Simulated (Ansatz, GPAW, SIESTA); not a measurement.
Ge: 3 runs at one level of theory

```
CELL_PARAMETERS angstrom
4.00312 0.00000 0.00000
-2.00156 3.46680 0.00000
0.00000 0.00000 13.15671
ATOMIC_POSITIONS crystal
Ge 0.33464 0.67274 0.15660
Ge 0.68131 0.33511 0.84377
Ge 0.67024 0.33848 0.65385
Ge 0.33505 0.66744 0.34123
Ge 0.00791 0.00658 0.09299
Ge 0.00807 0.99666 0.90772
Ge 0.00350 0.01779 0.59793
Ge 0.99970 0.00620 0.40941
```

This isn't the form of Ge at room conditions, which is diamond.

Atoms were shifted at random by some hundredths of an Å from the given cell, which wasn't relaxed again for these runs.

Alike in all runs: task single point; functional PBEsol; k mesh 8 × 8 × 2; occupations fermi-dirac, width 0.05 eV; no spin polarisation; no spin-orbit coupling. A missing gap at this level doesn't show that the real crystal is a metal. Pressure is positive in compression and, in plane waves, holds the error of the finite cutoff, which Ansatz's Pulay term estimates and takes out.

```tsv
program and potentials	plane-wave cutoff (eV)	notes	band gap (eV)	pressure (GPa)	largest force (eV/Å)	energy over the undisturbed cell (meV/atom)
Ansatz, Ansatz PAW	420	potentials made for PBE, which Ansatz adapts in part; 14 valence electrons an atom on average; Pulay term of +0.02 GPa included	no gap	0.09	0.890	9.21
SIESTA, files PseudoDojo sr-pbesol-0.4.1-standard, DZP (energy shift 0.003 Ry; two zetas on semicore shells)	-	atomic basis; 14 valence electrons an atom on average	no gap	1.17	0.938	9.47
GPAW, PAW data sets generated for this functional	600	4 valence electrons an atom on average	no gap	0.38	0.915	9.43
```

Force on atom 7 (Ge), eV/Å:

```csv
program and potentials,x,y,z
"Ansatz, Ansatz PAW",0.313,-0.504,-0.664
"SIESTA, files PseudoDojo sr-pbesol-0.4.1-standard, DZP (energy shift 0.003 Ry; two zetas on semicore shells)",0.343,-0.523,-0.699
"GPAW, PAW data sets generated for this functional",0.325,-0.521,-0.678
```

None finds a gap. The pressure spans 0.09 (Ansatz, Ansatz PAW) to 1.17 GPa (SIESTA, files PseudoDojo sr-pbesol-0.4.1-standard, DZP (energy shift 0.003 Ry; two zetas on semicore shells)). Rows in atomic bases carry the error of their basis and grid, which can be large.

The functional is the same throughout but for its coding, so the spread measures potentials, basis and numerics; runs on potential files found faulty are left out.
